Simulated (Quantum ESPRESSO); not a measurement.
Crystal: CaO.

```
Ca O
1.0
     0.00000    2.40356    2.40356
     2.40356    0.00000    2.40356
     2.40356    2.40356    0.00000
Ca O
1 1
Direct
  0.00000 0.00000 0.00000
  0.50000 0.50000 0.50000
```

The cell is a database's computed one.

Base run:

| Property | Result |
| --- | --- |
| Program | Quantum ESPRESSO 7.5 |
| Functional | AM05 |
| Potentials or basis | SG15 PBE 1.2 |
| Cutoff | 1197 eV |
| Density cutoff | 4789 eV |
| k mesh | 10 × 10 × 10 |
| Occupations | fermi-dirac, width 0.05 eV |
| Spin | no spin polarisation |

Its results: band gap on the k mesh 3.58 eV, indirect (least direct gap 3.96 eV); pressure -1.3 GPa.

After a change of settings the same cell gave: band gap on the k mesh 3.76 eV, indirect (least direct gap 4.13 eV); pressure 5.0 GPa. Which change was it?
A. functional from AM05 to RPBE
B. functional from AM05 to optB88-vdW
C. functional from AM05 to LDA
D. functional from AM05 to r2SCAN; k mesh from 10 × 10 × 10 to 8 × 8 × 8

A.

RPBE binds less tightly than AM05, so the same cell stands under more pressure.

Caveats: the potentials were made for another functional, which shifts forces and pressure.

Runs at the PBE level aren't shown here.
